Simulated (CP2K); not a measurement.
Runs of CP2K 2026.2 on W. Symmetry: Im-3m, No. 229, cubic system. The conventional cell has a = 3.165 Å, b = 3.165 Å, c = 3.165 Å, α = 90.00°, β = 90.00°, γ = 90.00°. Around W (site symmetry m-3m) lie 8 W at 2.74 Å. 

```csv
level,cutoff of the non-local correlation (Ry),gap on the mesh (eV),pressure (GPa)
PBE,-,none,(a)
r2SCAN,-,none,1.2
optB88-vdW,300,none,4.6
PBEsol,-,none,-3.4
HLE16,-,none,(b)
LDA,-,none,-7.0
BLYP,-,none,13.9
```

Alike in all rows: task atomic charges; potentials or basis POTENTIAL_UZH W GTH-PBE-q14; TZVP-MOLOPT-PBE-GTH basis; no spin polarisation; cell as given; k mesh 12 × 12 × 12; smearing fermi-dirac 0.05 eV.

Question: Fill in the values left out.

Answer: (a) 3.6; (b) -57.2.

Caveats: the basis of atomic orbitals isn't converged, which shifts pressures, moduli and gaps; the potentials were made for another functional, which shifts forces and pressure (some runs); the potentials were made for a functional far from this one (some runs); the cell as given lies far from equilibrium (some runs).

A k mesh can miss the band edges, and the runs leave out spin-orbit coupling on W.

A gap of «none» marks a metal or a gap under the smearing width.
